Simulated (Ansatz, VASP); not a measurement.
SnTe in VASP and in Ansatz

```
CELL_PARAMETERS angstrom
4.38838 0.00000 0.00000
2.19419 3.80045 0.00000
2.19419 1.26682 3.58309
ATOMIC_POSITIONS crystal
Sn 0.00000 0.00000 0.00000
Te 0.50000 0.50000 0.50000
```

Alike in both runs: functional LDA; k mesh 4 × 4 × 4; no spin polarisation.

Ansatz relaxed the structure, and its values are those at the end. VASP's run is a single point on that final structure, the one shown.

|  | VASP | Ansatz |
| --- | --- | --- |
| version | VASP 6.6.1 | Ansatz 0.2.0 |
| potentials or method | VASP PAW LDA potentials, release 64 (Sn_d, Te) | plane waves, PAW |
| plane-wave cutoff (eV) | 520 | 420 |
| occupations | gaussian, width 0.01 eV | fixed |
| valence electrons in the cell | 20 | 30 |

|  | VASP | Ansatz | Ansatz less VASP |
| --- | --- | --- | --- |
| gap on the k mesh at the Fermi level (eV) | 0.24 | 0.23 | -0.013 |
| pressure (GPa) | 0.1 | 0.0 | -0.08 |

The two sets of potentials don't hold the same shells in valence.

Caveats: the k mesh is coarse (spacing up to 0.44 Å⁻¹), so the values aren't converged; spin-orbit coupling is left out, which moves the levels of the heavy elements.
